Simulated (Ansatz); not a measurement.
# GaN (P6_3mc) in Ansatz: band structure with PBE0

Aim: the band structure of GaN with PBE0.

Program: Ansatz 0.2.0. These are calculated values, not measurements. Logs are shortened: lines on timing, memory, paths and dates and some standing lists are left out, and cuts for length are marked.

**Experimental background.**

From “Studying electronic properties in GaN without electrical contacts using γ-γ vs e−-γ Perturbed Angular Correlations”, 2019, pmc:6823545, for a bulk crystal of GaN: band gap 3.503 ± 0.005 eV (direct).

The runs below are set against these values where they give the same quantity.

## (1) The crystal as given

Symmetry: P6_3mc, No. 186, hexagonal system. The conventional cell has a = 3.180 Å, b = 3.180 Å, c = 5.166 Å, α = 90.00°, β = 90.00°, γ = 120.00°. Around Ga (site symmetry 3m) lie 4 N at 1.94 to 1.95 Å. N (site symmetry 3m) is surrounded by 4 Ga at 1.94 to 1.95 Å.

## (2) Band structure, PBE0

File input.yaml:

```yaml
crystal:
  lattice:
    - [3.18, 0.0, 0.0]
    - [-1.59, 2.753960784, 0.0]
    - [0.0, 0.0, 5.166]
  atoms:
    - { symbol: Ga, position: [0.6666666667, 0.3333333333, 0.5] }
    - { symbol: Ga, position: [0.3333333333, 0.6666666667, 0.0] }
    - { symbol: "N", position: [0.6666666667, 0.3333333333, 0.875] }
    - { symbol: "N", position: [0.3333333333, 0.6666666667, 0.375] }
hamiltonian:
  xc: pbe0
  pseudopotentials: { kind: paw }
kpoints:
  mp_grid: { grid: [6, 6, 3] }
  band_path:
    path:
      - [[0.0, 0.0, 0.0], [0.5, 0.0, 0.0], [0.3333333333, 0.3333333333, 0.0], [0.0, 0.0, 0.0], [0.0, 0.0, 0.5], [0.5, 0.0, 0.5], [0.3333333333, 0.3333333333, 0.5], [0.0, 0.0, 0.5]]
      - [[0.5, 0.0, 0.5], [0.5, 0.0, 0.0]]
      - [[0.3333333333, 0.3333333333, 0.0], [0.3333333333, 0.3333333333, 0.5]]
    npoints: 4
scf:
  occupations: { method: fermi_dirac, width: 0.05 }
  n_extra_bands: 10
output:
  forces: true
  stress: true
  eigenvalues: true
  fatbands: false
  write_density: true
  write_potential: true
  elf: true
  volumetric_format: npy
```

Potentials or basis: Ansatz PAW.

The run is started by

```console
> ansatz run input.yaml --threads 2 --pin off --max-ram 5632MiB --backend cpu --events-out ev --progress --plain --runs-dir out
```

Standard output:

```text
Warning: output.stress: scf.convergence.dr2_threshold = 1e-7 eV (the SCF's general default) is looser than the 4e-10 eV advised for a printed stress (1e-10 eV for each atom of the cell: 4). What an SCF threshold leaves in a stress goes as its square root, and in the free energy as the threshold itself, and one threshold admits the most on a small cell: of the crystals measured, under no hybrid functional and no lock of the moments, on runs that ended without the residual-converged pass, on stresses that held no estimate of that error, the worst erred by over 100 MPa in a component at 1e-7 eV an atom and by under 5 at 1e-10. Set scf.convergence.dr2_threshold to 4e-10 eV or tighter. The threshold is an SCF's pass mark: one that does not reach it within its budget of iterations ends unconverged, or closes short of it on a stop that the run arms, and scf.convergence.dr2_threshold's page says what that costs each kind of run
Warning: output.stress: scf.exx.energy_threshold = 1e-6 eV is looser than the 4e-8 eV advised for a stress under a hybrid functional (1e-8 eV for each atom of the cell: 4). Every SCF of the exchange loop can meet its threshold on dr2 while the loop round them stops early: no threshold on dr2 bounds what that leaves in the stress. Set scf.exx.energy_threshold to 4e-8 eV or tighter. The threshold is the loop's pass mark: a loop that does not reach it within its budget of cycles ends unconverged, and scf.exx.energy_threshold's page has the law
Warning: RAYON_NUM_THREADS=2 ignored (pool sized by the plan → 2); use --threads N
scf.n_extra_bands = 10 over 18 filled bands (N_el = 36.0): the run solves 28 bands
Engine: ansatz 0.2.0, x86_64-unknown-linux-gnu
Pseudopotentials: kind: paw
Pseudopotential: Ga, paw, valence charge 13, recommended cutoff 420 eV (normal), Ga.paw.azcp
Pseudopotential: N, paw, valence charge 5, recommended cutoff 420 eV (normal), N.paw.azcp
Functional definition: PBE0
  parameter a = 0.25
  parameter kappa = 0.804
  parameter beta = 0.06672455060314922
  exchange = (1 - a)*pbe_x(kappa = kappa, mu = beta*pi^2/3) + a*exact_x
  correlation = pbe_c(beta = beta)
Crystal: 4 atoms, lattice volume = 45.242 Å³
Basis set: ecut = 420 eV, 881 PW (Γ), exchange–correlation on 48×48×72 points (8 copies of the dense FFT grid, shifted against one another)
Bands: 28, of which v1, the nominal top of the filled ones, is band 18 counted from 1 (17 counted from 0)
Symmetry: 12 space group operations
Space group: P63mc (ITA 186), of the structure as read, at distance tolerance 3.6e-5 Å
k-points: 14 of 108 (time reversal used)
Non-local potential: Ga, projectors of the file, l = 0: 2, l = 1: 2, l = 2: 3, l = 3: 1
Non-local potential: N, projectors of the file, l = 0: 2, l = 1: 2, l = 2: 1
PAW form: soft (Blöchl's): semilocal exchange-correlation on the pseudo side does not see the compensation charge
PAW frozen core: Ga, regenerated for the run's functional, and the local potential with it (the file was generated under x = pbe(κ = 0.804, μ = 0.2195149727645171), c = pbe(β = 0.06672455060314922))
PAW frozen core: N, regenerated for the run's functional, and the local potential with it (the file was generated under x = pbe(κ = 0.804, μ = 0.2195149727645171), c = pbe(β = 0.06672455060314922))
[... 31 lines left out ...]
SCF iter   3: F=—  HF=-8337.025152 eV  |F-HF|=—  |Δ(HF+E_count)|=   1.73e-8  Δρ=5.81e-6  dr2=7.39e-9  ethr=1.38e-10  ⟨swp⟩=3.3  Hψ=984  notcnv=0
SCF iter   4: F=—  HF=-8337.025152 eV  |F-HF|=—  |Δ(HF+E_count)|=   6.40e-9  Δρ=3.09e-6  dr2=2.22e-9  ethr=1.75e-11  ⟨swp⟩=2.9  Hψ=748  notcnv=0
SCF iter   5: F=—  HF=-8337.025152 eV  |F-HF|=—  |Δ(HF+E_count)|=   1.85e-9  Δρ=8.70e-7  dr2=7.11e-10  ethr=3.14e-12  ⟨swp⟩=3.0  Hψ=702  notcnv=0
SCF iter   6: F=-8337.025152 eV  HF=-8337.025152 eV  |F-HF|=9.11e-10  |Δ(HF+E_count)|=   4.51e-9  Δρ=1.24e-6  dr2=7.62e-10  ethr=1.00e-12  ⟨swp⟩=4.0  Hψ=1028  notcnv=0
SCF 3 converged in 6 iterations: F = -8337.025152 eV  dr2 = 7.62e-10
  Residual-converged pass: ⟨swp⟩=2.1  Hψ=543  notcnv=0  max |occ|·‖R‖ = 6.2e-7 eV (tolerance 6.3e-7 eV)  dr2=7.64e-10  dr2_onsite=3.79e-10  max |Δocc| = 6.8e-27
hybrid outer 2: dexx = +7.737e-7 eV, tail = 3.30e-8 eV, Δε = 2.66e-3 eV (about 7.76e-5 eV left of the loop's levels), ΔF = 4.99e-4 eV/Å (tail 2.03e-4)
NSCF: frozen V_eff on 39 k-points
hybrid SCF converged: 2 outer / 13 inner (+2 warm-up), last move |dexx| = 7.74e-7 eV, tail = 3.30e-8 eV
Stability not checked: this state was not tested for a lower state beside it, because the functional holds exact exchange (a hybrid, or Hartree-Fock), whose exchange loop this test does not read (fock_operator; see scf.lower_state_search)
Free energy (F): -8337.025152 eV
Frozen-core exchange: fock
Harris-Foulkes:  -8337.025152 eV  (|F-HF|=9.11e-10)
Internal energy: -8337.025152 eV  (E = F + TS)
E sigma→0 (E₀):  -8337.025152 eV
Fermi energy:    10.632621 eV
--- Per-component energies (eV) ---
  E_band       = -102.409142
  E_kinetic    = 494.503450
  E_local      = -3896.221643  (includes V_loc(G=0)·N_el)
  E_nonlocal   = 950.529672
  E_hartree    = 1801.508843
  E_xc         = -198.565496
  E_vxc        = -207.090877  (∫ρ·V_xc dr)
  E_exx        = -139.076883  (= α·E_x^exact, valence–valence)
  E_paw        = -4165.956240  (= ΣΔE_a)
  E_vpaw       = -768.993573  (= ΣTr[D̂ρ^β])
  E_aug_tail   = 0.000049  (compensation charges beyond the density's cutoff)
  E_ewald      = -3183.826728
  E_core_change = 0.079827  (= ΣΔE_core)
  E_smearing   = -0.000000  (= −TS)
  E_closure    = -0.000000  (closes the sum)
  Σ components = -8337.025152   (vs F -8337.025152, Δ=0.00e0)
--- Forces (eV/Å), atoms counted from 1 ---
  atom   1  Ga     0.00000000    -0.00000000    -0.15590923
  atom   2  Ga     0.00000000     0.00000000    -0.15590923
  atom   3  N      0.00000000    -0.00000000     0.15588718
  atom   4  N      0.00000000     0.00000000     0.15588718
  max |Σ_I F_I| component: 4.41e-5 eV/Å
--- Stress (GPa, compression-positive) ---
        0.315834       0.000000      -0.000000
        0.000000       0.315834       0.000000
       -0.000000       0.000000       1.991585
  P = ⅓ Tr σ = 0.8744 GPa (8.744 kbar)
--- Band table (eV; the first three rows and the last of 14) ---
  k-point 0: bands = ["-8.9798", "-8.3713", "-7.0953", "-7.0740", "-7.0740", "-7.0118", "-7.0118", "-6.8185", "-6.8185", "-6.7264", "-6.7264", "-5.0169", "0.9331", "7.4867", "7.4867", "8.5847", "8.6462", "8.6462", "12.5767", "15.1096", "20.4242", "20.9039", "20.9039", "21.8934", "22.9050", "22.9050", "25.5164", "26.6135"]
  k-point 1: bands = ["-8.7152", "-8.4154", "-7.0657", "-7.0657", "-7.0343", "-7.0343", "-6.9103", "-6.7890", "-6.7890", "-6.7432", "-6.7432", "-5.9723", "2.7827", "6.2091", "7.7626", "7.7626", "8.3410", "8.3410", "14.3268", "15.2609", "19.7356", "20.1089", "21.0762", "21.0762", "21.9979", "21.9979", "26.5001", "28.1336"]
  k-point 2: bands = ["-8.7577", "-8.3363", "-7.0620", "-7.0414", "-6.9866", "-6.9642", "-6.9146", "-6.8389", "-6.8178", "-6.7569", "-6.7208", "-4.7955", "1.3607", "5.6879", "6.8495", "6.9316", "8.2671", "8.3842", "14.1505", "16.4792", "19.1338", "19.9266", "21.5577", "21.6042", "22.5870", "23.4693", "23.8338", "25.9273"]
  k-point 13: bands = ["-8.2677", "-8.2677", "-7.0039", "-6.9403", "-6.9403", "-6.8872", "-6.8020", "-6.7899", "-6.7894", "-6.7894", "-4.5146", "-4.5146", "2.1567", "2.1567", "3.4257", "4.7852", "6.6348", "6.6348", "17.0284", "17.8115", "17.8115", "18.8921", "20.4298", "20.4298", "24.3116", "25.3662", "25.3662", "26.3183"]
```

bands.tsv:

```text
[... 59 lines left out ...]
7.905551	-18.895682	-18.895682	-17.621346	-17.578976	-17.578976	-17.530129	-17.435482	-17.428123	-17.418466	-17.418466	-15.146338	-15.146338	-8.553733	-8.553733	-7.065923	-6.029844	-3.836081	-3.836081	6.676133	6.987332	6.987332	8.105575	9.775346	9.775346	13.785979	14.868155	14.868155	15.271586
8.057583	-18.889075	-18.889075	-17.587267	-17.587267	-17.572733	-17.572733	-17.435869	-17.435869	-17.413751	-17.413751	-15.145108	-15.145108	-8.657539	-8.657539	-6.576528	-6.576528	-3.608214	-3.608214	6.714336	6.714336	7.481233	7.481233	9.752226	9.752226	14.322842	14.322842	15.040289	15.040289
```

rho_z.tsv:

```text
# z_ang	rho[e/angstrom^3]
# format = ansatz-planar-average/11
# lattice	3.180000000	0.000000000	0.000000000
# lattice	-1.590000000	2.753960784	0.000000000
# lattice	0.000000000	0.000000000	5.166000000
# sites	4
# site	31	1.590000000	0.917986928	2.583000000
# site	31	0.000000000	1.835973856	0.000000000
# site	7	1.590000000	0.917986928	4.520250000
# site	7	0.000000000	1.835973856	1.937250000
0.000000	2.198370e0
0.143500	1.770436e0
0.287000	1.041805e0
0.430500	5.238455e-1
0.574000	2.873114e-1
0.717500	1.986099e-1
[... 28 lines left out ...]
4.879000	1.401417e0
5.022500	1.954200e0
```

It took 5.8 min on 2 threads of Intel Xeon Platinum 8259CL at 2.50GHz (Skylake/Cascade Lake), shared host; peak memory 1.1 GiB.

What came out:

```yaml
Free_energy: -8337.0252 eV
Pressure: 0.9 GPa
Largest_force: 0.156 eV/Å
Band_gap_on_the_k_mesh: 3.93 eV, direct
Band_gap_along_the_path: 3.93 eV, direct
```

Forces on the atoms (eV/Å):
```
Ga   0.000  0.000 -0.156
Ga   0.000  0.000 -0.156
N    0.000  0.000  0.156
N    0.000  0.000  0.156
```

Levels at the corners of the path, in eV from the valence-band top:
```tsv
point	band 16	band 17	band 18	band 19	band 20	band 21
Γ	-0.06	0.00	0.00	3.93	6.46	11.78
M	-3.01	-2.44	-1.08	7.10	7.76	8.20
K	-3.30	-3.30	-2.97	7.01	10.45	10.45
Γ	-0.06	0.00	0.00	3.93	6.46	11.78
A	-0.60	-0.60	-0.60	6.43	6.43	10.91
L	-2.13	-2.08	-2.08	6.42	6.42	10.16
H	-4.59	-1.62	-1.62	8.70	8.70	9.47
A	-0.60	-0.60	-0.60	6.43	6.43	10.91
L	-2.13	-2.08	-2.08	6.42	6.42	10.16
M	-3.01	-2.44	-1.08	7.10	7.76	8.20
K	-3.30	-3.30	-2.97	7.01	10.45	10.45
H	-4.59	-1.62	-1.62	8.70	8.70	9.47
```

Caveat: the pressure holds a Pulay correction of +0.5 GPa for the finite cutoff; the PAW data sets come from PBE, with cores solved anew for the run's functional, which leaves a small shift of forces and pressure; the thresholds are loose for stress.

## (3) Against experiment

Step 2. A measured gap of GaN is 3.503 eV (direct; quoted in “Studying electronic properties in GaN without electrical contacts using γ-γ vs e−-γ Perturbed Angular Correlations”, 2019, pmc:6823545); the calculated 3.93 eV misses it by +0.43 eV. Spin-orbit coupling on Ga is left out. The value is that of PBE0, without temperature or zero-point motion.
